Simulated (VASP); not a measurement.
# CdSe: single point with r2SCAN

**Experimental background.**

A printed reference work, data compilation reports, for a bulk crystal of CdSe at 2 K: band gap 1.841 eV.

The system is CdSe.

```xyz
4
Lattice="4.3390 0.0000 0.0000 -2.1695 3.7577 0.0000 0.0000 0.0000 7.0811" Properties=species:S:1:pos:R:3 pbc="T T T"
Cd    2.1695    1.2526   -0.0024
Cd    0.0000    2.5051    3.5382
Se    2.1695    1.2526    2.6578
Se    0.0000    2.5051    6.1983
```

- Program: VASP 6.6.1
- Task: single point
- Functional: r2SCAN
- Potentials or basis: VASP PAW PBE potentials, release 64 (Cd, Se)
- Cutoff: 520 eV
- k mesh: 10 × 10 × 6
- Occupations: gaussian, width 0.1 eV
- Spin: no spin polarisation

| Item | Value |
| --- | --- |
| Pressure | 0.2 GPa |
| Band gap on the k mesh | 1.09 eV |

Forces on the atoms (eV/Å):
```
Cd   0.000  0.000 -0.002
Cd   0.000  0.000 -0.002
Se   0.000  0.000  0.002
Se   0.000  0.000  0.002
```

Levels at points of the mesh, in eV from the valence-band top:
| k point | band 14 | band 15 | band 16 | band 17 | band 18 | band 19 | band 20 | band 21 | band 22 | band 23 |
| --- | --- | --- | --- | --- | --- | --- | --- | --- | --- | --- |
| (0.00, 0.00, 0.00) | -0.74 | -0.74 | -0.05 | 0.00 | 0.00 | 1.09 | 2.64 | 6.38 | 6.38 | 6.68 |
| (0.50, 0.00, 0.00) | -3.53 | -2.58 | -1.80 | -1.29 | -0.73 | 3.62 | 3.71 | 5.09 | 6.54 | 6.93 |
| (0.00, 0.50, 0.00) | -3.53 | -2.58 | -1.80 | -1.29 | -0.73 | 3.62 | 3.71 | 5.09 | 6.54 | 6.93 |
| (0.50, 0.50, 0.00) | -3.53 | -2.58 | -1.80 | -1.29 | -0.73 | 3.62 | 3.71 | 5.09 | 6.54 | 6.93 |
| (0.00, 0.00, 0.50) | -2.57 | -0.38 | -0.38 | -0.38 | -0.38 | 2.78 | 2.78 | 6.26 | 6.26 | 6.77 |
| (0.50, 0.00, 0.50) | -4.10 | -1.32 | -1.32 | -1.30 | -1.30 | 3.33 | 3.33 | 5.27 | 5.27 | 8.12 |
| (0.00, 0.50, 0.50) | -4.10 | -1.32 | -1.32 | -1.30 | -1.30 | 3.33 | 3.33 | 5.27 | 5.27 | 8.12 |
| (0.50, 0.50, 0.50) | -4.10 | -1.32 | -1.32 | -1.30 | -1.30 | 3.33 | 3.33 | 5.27 | 5.27 | 8.12 |

Wall time 74 min on 1 thread of Oxide Virtual Turin-like Processor, on a shared host, peak memory 0.8 GiB.

Measured gap of CdSe: 1.841 eV (2 K; a printed reference work, data compilation). This calculation gives 1.09 eV (-0.75 eV). Spin-orbit coupling on Cd, Se is left out. The value is that of r2SCAN, without temperature or zero-point motion.

Caveat: the PAW data sets were made with another functional, which shifts forces and pressure a little.
